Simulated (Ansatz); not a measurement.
Ti12H2O, 15 atoms in the cell. The cell holds a slab with vacuum, 15 atoms: a = 5.742 Å, b = 5.742 Å, c = 22.688 Å, α = 90.00°, β = 90.00°, γ = 120.00°.  The cell isn't the ideal one: H2O (flat) over a top site of the (1 1 1) slab of Ti, cut from the database cell, not relaxed.

```yaml
Program: Ansatz 0.2.0
Task: single point
Functional: PBE
Potentials_or_basis: Ansatz PAW
Cutoff: "420 eV (not typed: the program's choice for these potentials)"
k_mesh: 6 × 6 × 1
Occupations: fermi-dirac, width 0.05 eV
Spin: no spin polarisation
Boundary_along_the_surface_normal: dipole_correction
Miller: 1 × 1 × 1
Adsorbate: H2O
Bulk_formula: Ti
```

Potentials or basis: Ansatz PAW.

Command:

```bash
$ ansatz run input.yaml --threads 4 --pin off --max-ram 11264MiB --backend cpu --events-out ev --progress --plain --runs-dir out
```

Hardware: 4 threads of Arm Neoverse V2 (shared host).

Problem. Estimate the wall time of this run.

Solution. Run time: 26 s on 4 threads of Arm Neoverse V2, with other jobs on the host, peak memory 1.9 GiB. Counts: scf iterations 9, plane waves 12747, k points 20, bands 92.
